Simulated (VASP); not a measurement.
**CaSe in VASP: one cell, several levels of theory**

Rocksalt CaSe, under +4.0 % strain along z alone is computed at one geometry. Runs: PBE, r2SCAN. The results are then set beside those of Ansatz 0.2.0 for the same cell.

Code: VASP 6.6.1. PAW datasets, plane waves. The values are computed, spin-unpolarised, and not measurements.

## 1. The cell

The cell comes from an earlier relaxation with r2SCAN in another program, then strained, with the atoms relaxed again.

Space group I4/mmm (No. 139), tetragonal; a = 4.197 Å, c = 6.174 Å in the conventional setting, 27.18 Å³ an atom. Ca has 6 Se at 2.97–3.09 Å; Se has 6 Ca at 2.97–3.09 Å.

The structure in full:

```cif
data_structure
_symmetry_space_group_name_H-M 'P 1'
_symmetry_Int_Tables_number 1
_cell_length_a 4.2819
_cell_length_b 4.2819
_cell_length_c 4.1967
_cell_angle_alpha 60.656
_cell_angle_beta 60.656
_cell_angle_gamma 58.688
_cell_volume 54.37
loop_
_atom_site_label
_atom_site_type_symbol
_atom_site_fract_x
_atom_site_fract_y
_atom_site_fract_z
_atom_site_occupancy
Ca1 Ca 0.00000 0.00000 0.00000 1
Se1 Se 0.50000 0.50000 0.50000 1
```

## 2. PBE at this geometry

File INCAR:

```
ENCUT = 520.000000
SIGMA = 0.020000
EDIFF = 1.00e-07
GGA = PE
PREC = Accurate
IBRION = -1
ISIF = 2
ISMEAR = -1
NBANDS = 15
NELM = 120
NSW = 0
LASPH = .TRUE.
LCHARG = .FALSE.
LWAVE = .FALSE.
LREAL = .FALSE.
```

File KPOINTS:

```
KPOINTS created by Atomic Simulation Environment
0
Gamma
8 8 8
0 0 0
```

File KPOINTS_OPT:

```
special points
6
Reciprocal
0.0000000000 0.0000000000 0.0000000000 1
0.5000000000 0.0000000000 0.5000000000 1
0.6250000000 0.2500000000 0.6250000000 1
0.3750000000 0.3750000000 0.7500000000 1
0.5000000000 0.5000000000 0.5000000000 1
0.5000000000 0.2500000000 0.7500000000 1
```

File POSCAR:

```
Ca Se
 1.0000000000000000
     0.0000000000000000    2.9675351117000002    3.0868300232000001
     2.9675351117000002    0.0000000000000000    3.0868300232000001
     2.9675351117000002    2.9675351117000002    0.0000000000000000
 Ca  Se
   1   1
Cartesian
  0.0000000000000000  0.0000000000000000  0.0000000000000000
  2.9675351116999997  2.9675351116999997  3.0868300232000001
```

The run uses the recommended PBE PAW datasets (16 valence electrons a neutral cell).

Launch:

```
$ mpirun -np 1 vasp_std
```

Standard output, without the iteration lines:

```text
POSCAR found type information on POSCAR CaSe
 POSCAR found :  2 types and       2 ions
 LDA part: xc-table for (Slater+PW92), standard interpolation
 POSCAR, INCAR and KPOINTS ok, starting setup
 FFT: planning ... GRIDC
 FFT: planning ... GRID_SOFT
 FFT: planning ... GRID
 WAVECAR not read
 entering main loop
 Start KPOINTS_OPT (optional k-point list driver)
k-point batch [1-6\6]
```

OSZICAR:

```text
N       E                     dE             d eps       ncg     rms          rms(c)
DAV:   1     0.109937712698E+03    0.10994E+03   -0.75919E+03  1770   0.987E+02
DAV:   2    -0.460510267597E+01   -0.11454E+03   -0.10870E+03  2204   0.241E+02
DAV:   3    -0.940300714865E+01   -0.47979E+01   -0.47514E+01  2473   0.472E+01
DAV:   4    -0.962130894827E+01   -0.21830E+00   -0.21820E+00  2443   0.860E+00
DAV:   5    -0.962266846877E+01   -0.13595E-02   -0.13595E-02  2441   0.750E-01    0.427E+00
DAV:   6    -0.947109410649E+01    0.15157E+00   -0.20820E-01  2036   0.237E+00    0.252E+00
DAV:   7    -0.946433509986E+01    0.67590E-02   -0.10315E-01  2297   0.199E+00    0.838E-01
DAV:   8    -0.946877934171E+01   -0.44442E-02   -0.13031E-02  1841   0.860E-01    0.122E-01
DAV:   9    -0.946887105009E+01   -0.91708E-04   -0.69707E-04  2306   0.255E-01    0.510E-02
DAV:  10    -0.946901163513E+01   -0.14059E-03   -0.17962E-04  1945   0.821E-02    0.155E-02
DAV:  11    -0.946903329486E+01   -0.21660E-04   -0.48522E-05  2071   0.591E-02    0.113E-02
DAV:  12    -0.946903206059E+01    0.12343E-05   -0.25415E-06  2256   0.113E-02    0.501E-03
DAV:  13    -0.946903164282E+01    0.41777E-06   -0.10510E-06  2211   0.639E-03    0.127E-03
DAV:  14    -0.946903168506E+01   -0.42236E-07   -0.21774E-08  1116   0.943E-04
   1 F= -.94690317E+01 E0= -.94690317E+01  d E =-.162341E-10
       N       E                     dE             ncg
DAV:   1     0.114227562705E+04   -0.31074E+04      180
DAV:   2     0.450819618484E+03   -0.69146E+03      229
DAV:   3     0.424429094326E+03   -0.26391E+02      231
DAV:   4     0.423197013498E+03   -0.12321E+01      256
DAV:   5     0.423191349697E+03   -0.56638E-02      237
DAV:   6     0.423191261121E+03   -0.88576E-04      247
DAV:   7     0.423191260569E+03   -0.55144E-06      259
DAV:   8     0.423191260564E+03   -0.49142E-08      167
```

The lines after F= are the extra pass for the points of KPOINTS_OPT, at fixed density; their E is not a total energy.

Parts of OUTCAR:

```text
k-points           NKPTS =     59   k-points in BZ     NKDIM =     59   number of bands    NBANDS=     15

   NELECT =      16.0000    total number of electrons

   dimension x,y,z NGX =    32 NGY =   32 NGZ =   32
   dimension x,y,z NGXF=    64 NGYF=   64 NGZF=   64

  energy-cutoff  :      520.00
  volume of cell :       54.37
      direct lattice vectors                 reciprocal lattice vectors
     0.000000000  2.967535112  3.086830023    -0.168490003  0.168490003  0.161978469
     2.967535112  0.000000000  3.086830023     0.168490003 -0.168490003  0.161978469
     2.967535112  2.967535112  0.000000000     0.168490003  0.168490003 -0.161978469

 k-points in reciprocal lattice and weights: KPOINTS created by Atomic Simulation Env
   0.00000000  0.00000000  0.00000000       0.002
   0.12500000  0.00000000  0.00000000       0.016
   0.25000000  0.00000000  0.00000000       0.016
   0.37500000  0.00000000  0.00000000       0.016
   0.50000000  0.00000000  0.00000000       0.008
   0.12500000  0.12500000  0.00000000       0.004
   0.25000000  0.12500000  0.00000000       0.016
   0.37500000  0.12500000  0.00000000       0.016
[... 51 more k-points ...]

 E-fermi :   2.5035

 k-point     1 :       0.0000    0.0000    0.0000
  band No.  band energies     occupation
      1     -37.7826      2.00000
      2     -18.7791      2.00000
      3     -18.7635      2.00000
      4     -18.7635      2.00000
      5      -9.5234      2.00000
      6       2.1096      2.00000
      7       2.1150      2.00000
      8       2.1150      2.00000
      9       5.1467      0.00000
     10       5.6718      0.00000
     11       5.9152      0.00000
     12       5.9152      0.00000
     13       6.3528      0.00000
     14       6.4143      0.00000
     15      11.7653      0.00000

 k-point     2 :       0.1250    0.0000    0.0000
  band No.  band energies     occupation
      1     -37.7818      2.00000
      2     -18.7861      2.00000
      3     -18.7715      2.00000
      4     -18.7640      2.00000
      5      -9.4413      2.00000
      6       1.3811      2.00000
      7       1.8915      2.00000
      8       1.9000      2.00000
      9       5.5931      0.00000
     10       5.9455      0.00000
     11       6.0993      0.00000
     12       6.2225      0.00000
     13       6.7535      0.00000
     14       6.7965      0.00000
     15      11.8449      0.00000

 k-point     3 :       0.2500    0.0000    0.0000
  band No.  band energies     occupation
      1     -37.7800      2.00000
      2     -18.8150      2.00000
      3     -18.7783      2.00000
      4     -18.7653      2.00000
      5      -9.2336      2.00000
      6       0.2115      2.00000
      7       1.4660      2.00000
      8       1.4789      2.00000
      9       5.7850      0.00000
     10       6.4701      0.00000
     11       6.5572      0.00000
     12       7.3632      0.00000
     13       7.7336      0.00000
     14       7.7949      0.00000
     15      11.2123      0.00000

 k-point     4 :       0.3750    0.0000    0.0000
  band No.  band energies     occupation
      1     -37.7782      2.00000
      2     -18.8463      2.00000
      3     -18.7822      2.00000
      4     -18.7665      2.00000
      5      -9.0096      2.00000
      6      -0.6660      2.00000
      7       1.1275      2.00000
      8       1.1410      2.00000
      9       6.1502      0.00000
     10       7.1379      0.00000
     11       7.1427      0.00000
     12       7.8852      0.00000
     13       8.5616      0.00000
     14       8.7936      0.00000
     15      10.6695      0.00000

 k-point     5 :       0.5000    0.0000    0.0000
  band No.  band energies     occupation
      1     -37.7775      2.00000
      2     -18.8592      2.00000
      3     -18.7837      2.00000
      4     -18.7670      2.00000
      5      -8.9110      2.00000
      6      -0.9893      2.00000
      7       1.0038      2.00000
      8       1.0170      2.00000
      9       6.5402      0.00000
     10       7.4553      0.00000
     11       7.4656      0.00000
     12       7.5447      0.00000
     13       9.1529      0.00000
     14       9.5064      0.00000
     15       9.8424      0.00000

[... the tables of k-points 6 to 59 left out ...]

  Total       -0.0101701     -0.0101701     -0.9427715      0.0000000     -0.0000000     -0.0000000
  in kB       -0.2997109     -0.2997109    -27.7832190      0.0000000     -0.0000000     -0.0000000
  external PRESSURE =      -9.4608802 kB  Pullay stress =       0.0000000 kB

 POSITION                                       TOTAL-FORCE (eV/Angst)
 -----------------------------------------------------------------------------------
      0.00000      0.00000      0.00000        -0.000000     -0.000000      0.000000
      2.96754      2.96754      3.08683         0.000000      0.000000      0.000000
 -----------------------------------------------------------------------------------
    total drift:                                0.000000     -0.000000     -0.000000

  FREE ENERGIE OF THE ION-ELECTRON SYSTEM (eV)
  ---------------------------------------------------
  free  energy   TOTEN  =        -9.4690316851 eV

  energy  without entropy=       -9.4690316850  energy(sigma->0) =       -9.46903169
```

Hardware: 1 MPI rank of Intel Xeon 6975P-C, shared host.

The levels at the points of KPOINTS_OPT are read from vasprun.xml.

Near the gap, in eV above the top of the last filled band v; c is the band after it:

| point | v−1 | v | c | c+1 |
| --- | --- | --- | --- | --- |
| Γ | 0.00 | 0.00 | 3.03 | 3.56 |
| X | -0.98 | -0.88 | 2.13 | 4.75 |
| U | -1.93 | -1.06 | 3.28 | 5.44 |
| K | -1.94 | -1.00 | 3.34 | 5.45 |
| L | -1.11 | -1.10 | 4.43 | 5.34 |
| W | -1.83 | -1.63 | 4.44 | 4.44 |

PBE gives an indirect gap of 2.13 eV, from Γ to X; the least direct gap is 2.95 eV. Pressure: -0.95 GPa; the forces vanish within 0.01 eV/Å.

## 3. Single point with r2SCAN

File INCAR:

```
ENCUT = 520.000000
SIGMA = 0.010000
EDIFF = 1.00e-07
ALGO = Normal
METAGGA = R2SCAN
PREC = Accurate
IBRION = -1
ISIF = 2
ISMEAR = 0
NBANDS = 15
NELM = 120
NSW = 0
LASPH = .TRUE.
LCHARG = .FALSE.
LWAVE = .FALSE.
LREAL = .FALSE.
```

KPOINTS is that of step 2.

KPOINTS_OPT is that of step 2.

POSCAR is that of step 2.

Launch:

```
$ mpirun -np 1 vasp_std
```

Standard output, without the iteration lines:

```text
POSCAR found type information on POSCAR CaSe
 POSCAR found :  2 types and       2 ions
 -----------------------------------------------------------------------------
|                                                                             |
|                                                                             |
|     You enforced a specific xc type in the INCAR file but a different       |
|     I HOPE YOU KNOW WHAT YOU ARE DOING!                                     |
|                                                                             |
 -----------------------------------------------------------------------------

 LDA part: xc-table for (None), standard interpolation
 POSCAR, INCAR and KPOINTS ok, starting setup
 FFT: planning ... GRIDC
 FFT: planning ... GRID_SOFT
 FFT: planning ... GRID
 WAVECAR not read
 entering main loop
 Start KPOINTS_OPT (optional k-point list driver)
k-point batch [1-6\6]
```

OSZICAR:

```text
N       E                     dE             d eps       ncg     rms          rms(c)
DAV:   1     0.957837692770E+02    0.95784E+02   -0.77577E+03  1770   0.101E+03
DAV:   2    -0.235626611862E+02   -0.11935E+03   -0.11312E+03  2232   0.250E+02
DAV:   3    -0.286571464256E+02   -0.50945E+01   -0.50324E+01  2486   0.496E+01
DAV:   4    -0.289077088219E+02   -0.25056E+00   -0.25038E+00  2363   0.934E+00
DAV:   5    -0.289091136790E+02   -0.14049E-02   -0.14047E-02  2398   0.767E-01    0.404E+00
DAV:   6    -0.259439745497E+02    0.29651E+01   -0.14972E+00  2527   0.102E+01    0.301E+00
DAV:   7    -0.259630554897E+02   -0.19081E-01   -0.39134E-01  2155   0.366E+00    0.718E-01
DAV:   8    -0.259539443827E+02    0.91111E-02   -0.31621E-02  2001   0.104E+00    0.580E-01
DAV:   9    -0.259560230324E+02   -0.20786E-02   -0.37769E-03  1834   0.661E-01    0.189E-01
DAV:  10    -0.259560467027E+02   -0.23670E-04   -0.87304E-05  2438   0.767E-02    0.970E-02
DAV:  11    -0.259560710192E+02   -0.24316E-04   -0.92699E-05  2784   0.834E-02    0.224E-02
DAV:  12    -0.259560726537E+02   -0.16346E-05   -0.16808E-06  2157   0.123E-02    0.170E-02
DAV:  13    -0.259560770521E+02   -0.43983E-05   -0.36438E-06  2127   0.191E-02    0.133E-03
DAV:  14    -0.259560771856E+02   -0.13359E-06   -0.14708E-07  2044   0.327E-03    0.129E-03
DAV:  15    -0.259560771719E+02    0.13745E-07   -0.96813E-09  1011   0.892E-04
   1 F= -.25956077E+02 E0= -.25956077E+02  d E =-.655037E-89
       N       E                     dE             ncg
DAV:   1     0.110791918074E+04   -0.31418E+04      180
DAV:   2     0.379849556143E+03   -0.72807E+03      229
DAV:   3     0.352094505299E+03   -0.27755E+02      238
DAV:   4     0.350753967469E+03   -0.13405E+01      249
DAV:   5     0.350747685157E+03   -0.62823E-02      244
DAV:   6     0.350747581118E+03   -0.10404E-03      240
DAV:   7     0.350747580365E+03   -0.75344E-06      252
DAV:   8     0.350747580359E+03   -0.62178E-08      167
```

Parts of OUTCAR:

```text
k-points           NKPTS =     59   k-points in BZ     NKDIM =     59   number of bands    NBANDS=     15

   NELECT =      16.0000    total number of electrons

   dimension x,y,z NGX =    32 NGY =   32 NGZ =   32
   dimension x,y,z NGXF=    64 NGYF=   64 NGZF=   64

  energy-cutoff  :      520.00
  volume of cell :       54.37
      direct lattice vectors                 reciprocal lattice vectors
     0.000000000  2.967535112  3.086830023    -0.168490003  0.168490003  0.161978469
     2.967535112  0.000000000  3.086830023     0.168490003 -0.168490003  0.161978469
     2.967535112  2.967535112  0.000000000     0.168490003  0.168490003 -0.161978469

 k-points in reciprocal lattice and weights: KPOINTS created by Atomic Simulation Env
   0.00000000  0.00000000  0.00000000       0.002
   0.12500000  0.00000000  0.00000000       0.016
   0.25000000  0.00000000  0.00000000       0.016
   0.37500000  0.00000000  0.00000000       0.016
   0.50000000  0.00000000  0.00000000       0.008
   0.12500000  0.12500000  0.00000000       0.004
   0.25000000  0.12500000  0.00000000       0.016
   0.37500000  0.12500000  0.00000000       0.016
[... 51 more k-points ...]

 E-fermi :   1.9931

 k-point     1 :       0.0000    0.0000    0.0000
  band No.  band energies     occupation
      1     -39.5976      2.00000
      2     -19.7113      2.00000
      3     -19.6950      2.00000
      4     -19.6950      2.00000
      5     -10.1770      2.00000
      6       1.8454      2.00000
      7       1.8536      2.00000
      8       1.8536      2.00000
      9       5.6346      0.00000
     10       5.9283      0.00000
     11       6.1760      0.00000
     12       6.1760      0.00000
     13       6.6651      0.00000
     14       6.7046      0.00000
     15      12.2510      0.00000

 k-point     2 :       0.1250    0.0000    0.0000
  band No.  band energies     occupation
      1     -39.5969      2.00000
      2     -19.7183      2.00000
      3     -19.7032      2.00000
      4     -19.6954      2.00000
      5     -10.0917      2.00000
      6       1.1598      2.00000
      7       1.6359      2.00000
      8       1.6455      2.00000
      9       5.9522      0.00000
     10       6.2245      0.00000
     11       6.3678      0.00000
     12       6.5487      0.00000
     13       7.0856      0.00000
     14       7.0900      0.00000
     15      12.2972      0.00000

 k-point     3 :       0.2500    0.0000    0.0000
  band No.  band energies     occupation
      1     -39.5951      2.00000
      2     -19.7475      2.00000
      3     -19.7101      2.00000
      4     -19.6965      2.00000
      5      -9.8758      2.00000
      6      -0.0112      2.00000
      7       1.2158      2.00000
      8       1.2295      2.00000
      9       6.1026      0.00000
     10       6.7595      0.00000
     11       6.8482      0.00000
     12       7.7080      0.00000
     13       8.0497      0.00000
     14       8.1933      0.00000
     15      11.6666      0.00000

 k-point     4 :       0.3750    0.0000    0.0000
  band No.  band energies     occupation
      1     -39.5933      2.00000
      2     -19.7794      2.00000
      3     -19.7138      2.00000
      4     -19.6975      2.00000
      5      -9.6429      2.00000
      6      -0.9107      2.00000
      7       0.8758      2.00000
      8       0.8901      2.00000
      9       6.4707      0.00000
     10       7.4611      0.00000
     11       7.4650      0.00000
     12       8.2632      0.00000
     13       8.9170      0.00000
     14       9.1471      0.00000
     15      11.0920      0.00000

 k-point     5 :       0.5000    0.0000    0.0000
  band No.  band energies     occupation
      1     -39.5926      2.00000
      2     -19.7925      2.00000
      3     -19.7153      2.00000
      4     -19.6979      2.00000
      5      -9.5405      2.00000
      6      -1.2443      2.00000
      7       0.7507      2.00000
      8       0.7648      2.00000
      9       6.8715      0.00000
     10       7.8024      0.00000
     11       7.8083      0.00000
     12       7.8946      0.00000
     13       9.5320      0.00000
     14       9.8864      0.00000
     15      10.2187      0.00000

[... the tables of k-points 6 to 59 left out ...]

  Total       -0.1801784     -0.1801784     -1.1885152      0.0000000     -0.0000000     -0.0000000
  in kB       -5.3098082     -5.3098082    -35.0252199      0.0000000     -0.0000000     -0.0000000
  external PRESSURE =     -15.2149454 kB  Pullay stress =       0.0000000 kB

 POSITION                                       TOTAL-FORCE (eV/Angst)
 -----------------------------------------------------------------------------------
      0.00000      0.00000      0.00000         0.000000     -0.000000      0.000000
      2.96754      2.96754      3.08683        -0.000000      0.000000      0.000000
 -----------------------------------------------------------------------------------
    total drift:                                0.000000     -0.000000     -0.000000

  FREE ENERGIE OF THE ION-ELECTRON SYSTEM (eV)
  ---------------------------------------------------
  free  energy   TOTEN  =       -25.9560771719 eV

  energy  without entropy=      -25.9560771719  energy(sigma->0) =      -25.95607717
```

Hardware: 1 MPI rank of Intel Xeon 6975P-C, shared host.

The levels at the points of KPOINTS_OPT are read from vasprun.xml.

Near the gap, in eV above the top of the last filled band v; c is the band after it:

| point | v−1 | v | c | c+1 |
| --- | --- | --- | --- | --- |
| Γ | 0.00 | 0.00 | 3.78 | 4.07 |
| X | -1.00 | -0.89 | 2.60 | 5.42 |
| U | -1.92 | -1.07 | 3.79 | 6.04 |
| K | -1.93 | -1.00 | 3.85 | 6.09 |
| L | -1.10 | -1.09 | 5.02 | 5.95 |
| W | -1.83 | -1.62 | 4.98 | 4.99 |

Gap with r2SCAN: 2.60 eV, valence top at Γ, conduction bottom at X. Least direct gap: 3.43 eV. Pressure: -1.52 GPa; the forces vanish within 0.01 eV/Å.

## 4. Summary

| level | gap (eV) | pressure (GPa) | Ansatz: gap (eV) | Ansatz: pressure (GPa) |
| --- | --- | --- | --- | --- |
| PBE | 2.13 | -0.95 | 2.14 | -1.09 |
| r2SCAN | 2.60 | -1.52 | 2.60 | -1.73 |

What this shows: The gap runs from 2.13 eV (PBE) to 2.60 eV (r2SCAN). The pressure is highest with PBE (-0.9 GPa) and lowest with r2SCAN (-1.5 GPa), which orders the cells that they would relax to. The two programs agree on the gap within 0.02 eV, far less than the spread between functionals. Datasets and cutoffs are each program's own. VASP's cell holds 16 valence electrons and Ansatz's 26.
